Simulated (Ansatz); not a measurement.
Here is the system:

```
CELL_PARAMETERS angstrom
      4.56455     0.00000     0.00000
      0.00000     4.56455     0.00000
      0.00000     0.00000     3.14740
ATOMIC_POSITIONS crystal
  Ru 0.50000 0.50000 0.50000
  Ru 0.00000 0.00000 0.00000
  O  0.80602 0.80602 0.50000
  O  0.30602 0.69398 0.00000
  O  0.69398 0.30602 0.00000
  O  0.19398 0.19398 0.50000
```

No spin polarisation.

Level of theory: PBE (Ansatz, an electronic-structure program), no spin-orbit coupling. Settings: 10×10×15 k-points, 0.05 eV Fermi–Dirac smearing.

Task: What space group does the calculation give?

Result: P4_2/mnm (No. 136).

Task: Predict the pressure (mean of the normal stresses, compression positive).

Result: -6.6 GPa.

The cells carry an imposed strain or load. Whether these cells are dynamically stable was not tested. No Hubbard U is applied, and correlation can decide whether such a compound is a metal. The final runs are not spin-polarised. The cell was made from RuO2 in the rutile structure (space group P4_2/mnm, No. 136) by this change: isotropic strain +0.91 %.
